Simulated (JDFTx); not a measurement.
# SrO under changes of volume

One of the cells (16.901 Å³/atom); the others are scaled copies at fixed shape and fractional positions:

```
CELL_PARAMETERS angstrom
0.00000 2.56630 2.56630
2.56630 0.00000 2.56630
2.56630 2.56630 0.00000
ATOMIC_POSITIONS crystal
Sr 0.50000 0.50000 0.50000
O 0.00000 0.00000 0.00000
```

| Property | Result |
| --- | --- |
| Program | JDFTx 1.7.0 (patched build) |
| Functional | LDA |
| Potentials or basis | PseudoDojo-SR-LDA-0.4.1-standard with smoothed tails |
| Cutoff | 1143 eV |
| Density cutoff | 9143 eV |
| k mesh | 9 × 9 × 9 |
| Occupations | fermi-dirac, width 0.05 eV |
| Spin | no spin polarisation |

```csv
volume (Å³/atom),energy over the lowest point (meV/atom),pressure (GPa),gap on the mesh (eV)
15.887,2.08,2.1,3.17
16.225,0.00,-0.2,3.19
16.563,2.50,-2.2,3.21
16.901,9.07,-4.0,3.22
17.239,19.28,-5.7,3.23
17.577,?,?,?
17.915,49.07,-8.4,3.25
```

Problem. What does the run at 17.577 Å³/atom give?

Solution. Energy over the lowest point 32.73 meV/atom; pressure -7.1 GPa; gap on the mesh 3.24 eV.

Worked out: A Birch-Murnaghan fit of order 3 (a polynomial in V^(-2/3)) to the other rows has its minimum at 16.20 Å³/atom with B0 = V·E''(V) = 105 GPa and B' = 4.5. It gives 32.73 meV/atom at 17.577 Å³/atom, against the run's 32.73, and -dE/dV = -7.1 GPa, against -7.1. A straight line through the other rows of the gap, of slope 0.651 eV per unit of ln V, gives 3.24 eV, against the run's 3.24.

Energies are extrapolated to zero smearing.

Caveats: an odd mesh through Γ misses points on the zone boundary, where band edges often lie. Spin-orbit coupling on Sr is left out.
